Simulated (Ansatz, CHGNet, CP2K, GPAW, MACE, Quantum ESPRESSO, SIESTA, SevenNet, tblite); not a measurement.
# Running NbH2(331) slab (72 atoms) with CP2K, part 3 of 3

How do the settings of CP2K change the result for NbH2(331) slab (72 atoms)? A plane-wave run serves as the yardstick.

Program: CP2K 2026.2; the method stands at each step. Banners, paths, timers and routine set-up lines are dropped from the logs unmarked, and long logs keep their key lines alone; longer cuts are marked.

So far. Step 5 (PBE, DZVP-MOLOPT (SR for Nb), 600/50 Ry …): Against the first run (3.9 %), the force difference from the reference is 1.6 %, at 2.8 times the CPU time, with 864 basis functions against 864; this set comes with other potentials too, so the change isn't the basis's alone.

**7. PBE, DZVP-UZH, 420/50 Ry, diagonalisation**

Method: Kohn-Sham DFT, PBE, GTH-PBE pseudopotentials, Gaussian and plane waves, DZVP-MOLOPT (UZH set), diagonalisation.

input.inp

```
&GLOBAL
  PROJECT cell
  RUN_TYPE ENERGY_FORCE
  PRINT_LEVEL LOW
&END GLOBAL
&FORCE_EVAL
  METHOD QS
  &DFT
    BASIS_SET_FILE_NAME BASIS_MOLOPT_UZH
    POTENTIAL_FILE_NAME POTENTIAL_UZH
    &MGRID
      CUTOFF 420
      REL_CUTOFF 50
    &END MGRID
    &QS
      EPS_DEFAULT 1.0E-12
    &END QS
    &SCF
      SCF_GUESS ATOMIC
      EPS_SCF 5.0E-06
      MAX_SCF 200
      ADDED_MOS 36
      &DIAGONALIZATION
        ALGORITHM STANDARD
      &END DIAGONALIZATION
      &SMEAR ON
        METHOD FERMI_DIRAC
        ELECTRONIC_TEMPERATURE [K] 580
      &END SMEAR
      &MIXING
        METHOD BROYDEN_MIXING
        ALPHA 0.2
        NBROYDEN 12
        BETA 0.05
      &END MIXING
      &PRINT
        &RESTART OFF
        &END RESTART
      &END PRINT
    &END SCF
    &XC
      &XC_FUNCTIONAL PBE
      &END XC_FUNCTIONAL
    &END XC
    &PRINT
      &MULLIKEN ON
      &END MULLIKEN
      &HIRSHFELD ON
        SHAPE_FUNCTION DENSITY
      &END HIRSHFELD
      &MO ON
        EIGENVALUES T
        OCCUPATION_NUMBERS T
        MO_INDEX_RANGE 169 192
        &EACH
          QS_SCF 0
        &END EACH
        ADD_LAST NUMERIC
      &END MO
    &END PRINT
  &END DFT
  &SUBSYS
    &CELL
      A 9.67958 0.00000 0.00000
      B -1.61326 7.03206 0.00000
      C 0.00000 0.00000 21.85118
    &END CELL
    &TOPOLOGY
      COORD_FILE_NAME structure.xyz
      COORD_FILE_FORMAT XYZ
    &END TOPOLOGY
    &KIND Nb
      BASIS_SET DZVP-MOLOPT-PBE-GTH-q13
      POTENTIAL GTH-PBE-q13
    &END KIND
    &KIND H
      BASIS_SET DZVP-MOLOPT-PBE-GTH-q1
      POTENTIAL GTH-PBE-q1
    &END KIND
  &END SUBSYS
  &PRINT
    &FORCES ON
    &END FORCES
  &END PRINT
&END FORCE_EVAL
```

structure.xyz

```xyz
72

[... 72 atom lines left out: the same atoms as in the first run ...]
```

Command:

```bash
$ OMP_NUM_THREADS=2 cp2k.psmp -i input.inp > output.txt
```

Numbers of over 12 decimals in the logs are rounded to 6 here.

Output:

```text
CP2K| version string:                                       CP2K version 2026.2
 CP2K| Input file name                                                 input.inp
 GLOBAL| Basis set file name                                    BASIS_MOLOPT_UZH
 GLOBAL| Potential file name                                       POTENTIAL_UZH
[... lines left out ...]
                        Smear method:                                FERMI_DIRAC
[... lines left out ...]
 Number of electrons:                                                        360
[... lines left out ...]
  Step     Update method      Time    Convergence         Total energy    Change
[... lines left out ...]
  *** SCF run converged in    33 steps ***
[... lines left out ...]
  Fermi energy:                                                 0.099254
  Total energy:                                             -1386.885348
  Total energy (extrapolated to T->0):                      -1386.881110
[... lines left out ...]
 MO| E(Fermi):            0.099254 a.u.          2.700837 eV
[... lines left out ...]
     72       H      2       1.000          1.184                        -0.184
  Total Charge                                                            0.001
 !-----------------------------------------------------------------------------!
 ENERGY| Total FORCE_EVAL ( QS ) energy [hartree]          -1386.885369
 FORCES| Atomic forces [hartree/bohr]
 FORCES|   Atom     x               y               z               |f|
 FORCES|      1 -5.18261116E-03  2.38227762E-02  4.37743299E-02   5.01056492E-02
 FORCES|      2 -5.32399426E-04  1.82787862E-03 -1.33681742E-02   1.35030615E-02
 FORCES|      3  7.27221661E-04 -4.80382801E-03 -7.88173146E-03   9.25890412E-03
[...]
FORCES|     71 -3.25230267E-03  3.93576665E-03  7.31340355E-03   8.91928266E-03
 FORCES|     72 -1.72225148E-03  3.05143969E-03  1.74319382E-02   1.77806047E-02
 FORCES| Sum     3.65946564E-06 -1.15929781E-06 -3.48144972E-06
 FORCES| Total atomic force                                       5.18229219E-06
```

Run time: 6.8 min. Hardware: 2 threads of Arm Neoverse V1, shared host; peak memory 2.5 GiB.

Against the reference:

```
r.m.s. force component                          : 0.6829 eV/Å
r.m.s. difference of force components           : 26.69 meV/Å
longest difference of force vectors             : 118.9 meV/Å
force difference over r.m.s. force              : 3.865 %
slope of forces against the reference's         : 0.9882
correlation of force components                 : 0.9993
energy less the same-level run's                : -0.0004 meV/atom
r.m.s. force difference from the same-level run : 0.064 meV/Å
```

Against the first run (3.9 %), the force difference from the reference is 3.9 %, at 0.76 times the CPU time (on 2 against 4 cores): the change moves forces by 0.064 meV/Å r.m.s., so most of the difference comes from elsewhere.

The difference per atom is largest on Nb (0.071 eV/Å on average, against 0.016 on H).

**8. The ladder**

Differences are against the plane-wave reference, forces as r.m.s. over components; share is that over the reference's r.m.s. force, slope the least-squares factor from reference forces to these. Total energies of different programs have different zeros and aren't compared.

```tsv
run	Δ force, r.m.s. (meV/Å)	share (%)	slope	cores	CPU time	memory (GiB)
reference	-	-	-	4	11 min	2.9
CP2K PBE, DZVP-UZH, 600/50 Ry, diagonalisation	26.7	3.87	0.988	4	17 min	5.6
CP2K PBE, TZVP-UZH, 600/50 Ry, diagonalisation	23.4	3.39	0.992	4	18 min	5.8
CP2K PBE+D3(BJ), DZVP-UZH, 600/50 Ry, diagonalisation	30.5	4.42	1.017	4	16 min	5.7
CP2K PBE, DZVP-MOLOPT (SR for Nb), 600/50 Ry, diagonalisation	10.7	1.55	0.993	4	47 min	6.2
CP2K r2SCAN, SCAN potentials, DZVP-UZH(SCAN), 600/50 Ry, diagonalisation	29.9	4.33	1.003	2	37 min	4.3
CP2K PBE, DZVP-UZH, 420/50 Ry, diagonalisation (coarse)	26.7	3.87	0.988	2	13 min	2.5
```

Rows marked coarse were listed beforehand as settings not expected to be converged; some can still land near the reference.

CPU time is summed over cores on a shared host, where runs went side by side, so it is rough. Symmetry, cutoffs, thresholds, outputs and thread counts weren't matched or tuned between programs; memory under MPI is the largest rank's times the ranks.

Mean charges by element (e), by run and scheme:

```tsv
run	scheme	Nb	H
CP2K PBE, DZVP-UZH, 600/50 Ry, diagonalisation	Mulliken	+0.44	-0.22
CP2K PBE, DZVP-UZH, 600/50 Ry, diagonalisation	Hirshfeld	+0.32	-0.16
CP2K PBE, TZVP-UZH, 600/50 Ry, diagonalisation	Mulliken	+0.58	-0.29
CP2K PBE, TZVP-UZH, 600/50 Ry, diagonalisation	Hirshfeld	+0.32	-0.16
CP2K PBE+D3(BJ), DZVP-UZH, 600/50 Ry, diagonalisation	Mulliken	+0.44	-0.22
CP2K PBE+D3(BJ), DZVP-UZH, 600/50 Ry, diagonalisation	Hirshfeld	+0.32	-0.16
CP2K PBE, DZVP-MOLOPT (SR for Nb), 600/50 Ry, diagonalisation	Mulliken	+0.42	-0.21
CP2K PBE, DZVP-MOLOPT (SR for Nb), 600/50 Ry, diagonalisation	Hirshfeld	+0.32	-0.16
CP2K r2SCAN, SCAN potentials, DZVP-UZH(SCAN), 600/50 Ry, diagonalisation	Mulliken	+0.21	-0.11
CP2K r2SCAN, SCAN potentials, DZVP-UZH(SCAN), 600/50 Ry, diagonalisation	Hirshfeld	+0.34	-0.17
CP2K PBE, DZVP-UZH, 420/50 Ry, diagonalisation	Mulliken	+0.44	-0.22
CP2K PBE, DZVP-UZH, 420/50 Ry, diagonalisation	Hirshfeld	+0.32	-0.16
```

Within one program, basis, potentials and functional, energies share a zero. Each run against its twin at the usual cutoff or grid and solver:

```tsv
run	twin	Δ energy (meV/atom)	Δ force, r.m.s. (meV/Å)	CPU time over the twin's
CP2K PBE, DZVP-UZH, 420/50 Ry, diagonalisation	DZVP-UZH, 600/50 Ry, diagonalisation	-4.0e-4	0.064	0.76 (this twin ran on 4 cores)
```

**9. Summary of results**

```json
{"nearest in forces": "CP2K PBE, DZVP-MOLOPT (SR for Nb), 600/50 Ry, diagonalisation, 1.6 %", "its CPU time": "47 min"}
```

What this shows: The PBE runs in local orbitals, coarse settings apart, differ by 1.6 % (CP2K PBE, DZVP-MOLOPT (SR for Nb), 600/50 Ry, diagonalisation) to 3.9 % (CP2K PBE, DZVP-UZH, 600/50 Ry, diagonalisation); basis, grid and potentials can all enter. Rows with another functional or a dispersion term differ by 4.3 % (CP2K r2SCAN, SCAN potentials, DZVP-UZH(SCAN), 600/50 Ry, diagonalisation) to 4.4 % (CP2K PBE+D3(BJ), DZVP-UZH, 600/50 Ry, diagonalisation), which mixes the change of model with differences of basis and potentials, some of them made for another functional. Runs with settings chosen to be coarse differ by 3.9 % (CP2K PBE, DZVP-UZH, 420/50 Ry, diagonalisation), their programs' other errors included. None of the electronic-structure runs in the table takes under half the reference's CPU time of 11 min; they take 1.1 to 4.2 times as much. Charges hang on scheme and program or settings: among these rows the mean for Nb runs from +0.21 to +0.58 e. The electronic-structure runs sample only Γ, in a cell whose shortest periodic width is 7 Å, which is coarse for a cell with partly filled levels.

[Also dropped from logs without a mark: logging warnings of Python, and SIESTA's first energy breakdown and zero terms.]

[Logs are printed without paths, hosts, clocks, repeated set-up lines and the standing remarks that a program may print on its own settings, such as how far it seeks lower states.]

[Hosts, paths, dates, database ids (printed as entryN), source tags and the programs' standing remarks are cut or masked in the printed files.]
